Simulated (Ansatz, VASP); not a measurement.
**One calculation of InP, two programs**

File INCAR:

```
ALGO = Normal
EDIFF = 1E-8
ENCUT = 520
ISIF = 2
ISMEAR = -1
LASPH = True
LCHARG = False
LEFG = True
LREAL = False
LWAVE = False
NBANDS = 16
NELM = 80
PREC = Accurate
SIGMA = 0.05
```

Contents of KPOINTS:

```
k-points
0
Gamma
  12 12 12
```

Contents of POSCAR:

```
InP
1.0
    0.0000000000      2.9305000000      2.9305000000
    2.9305000000      0.0000000000      2.9305000000
    2.9305000000      2.9305000000      0.0000000000
In P
1 1
Direct
    0.0000000000      0.0000000000      0.0000000000
    0.7500000000      0.7500000000      0.7500000000
```

Input for Ansatz:

```yaml
crystal:
  lattice:
    - [0.0, 2.9305, 2.9305]
    - [2.9305, 0.0, 2.9305]
    - [2.9305, 2.9305, 0.0]
  atoms:
    - { symbol: In, position: [0.0, 0.0, 0.0] }
    - { symbol: P, position: [0.75, 0.75, 0.75] }
kpoints:
  mp_grid: { grid: [12, 12, 12] }
  band_path:
    path:
      - [0.0, 0.0, 0.0]
      - [-0.5, -0.5, 0.0]
      - [-0.375, -0.375, 0.25]
      - [-0.375, 0.0, 0.375]
      - [0.0, 0.0, 0.0]
      - [0.0, 0.0, 0.5]
      - [-0.5, -0.25, 0.25]
      - [-0.5, -0.5, 0.0]
    npoints: 5
scf:
  occupations: { method: fermi_dirac, width: 0.05 }
hamiltonian:
  xc: lda
  pseudopotentials: { kind: paw }
output:
  forces: true
  stress: true
  eigenvalues: true
  efg: { contact_densities: true }
```

Alike in both runs: task electric field gradients; functional LDA; k mesh 12 × 12 × 12; occupations fermi-dirac, width 0.05 eV; no spin polarisation.

|  | VASP | Ansatz |
| --- | --- | --- |
| version | VASP 6.6.1 | Ansatz 0.2.0 |
| potentials or method | VASP PAW LDA potentials, release 64 (In_d, P) | PAW with Ansatz's default frozen-core files, scalar-relativistic |
| plane-wave cutoff (eV) | 520 | 420 |
| valence electrons in the cell | 18 | 18 |

|  | VASP | Ansatz | Ansatz less VASP |
| --- | --- | --- | --- |
| pressure (GPa) | -1.2 | -1.2 | -0.02 |
| Vzz of the field gradient on the site that differs most (V/Å²) | 0.0 | 0.0 | 0.00 |

Ansatz warned: «gradients_without_spin_orbit».

Caveats: spin-orbit coupling is left out, which moves the levels of the heavy elements.
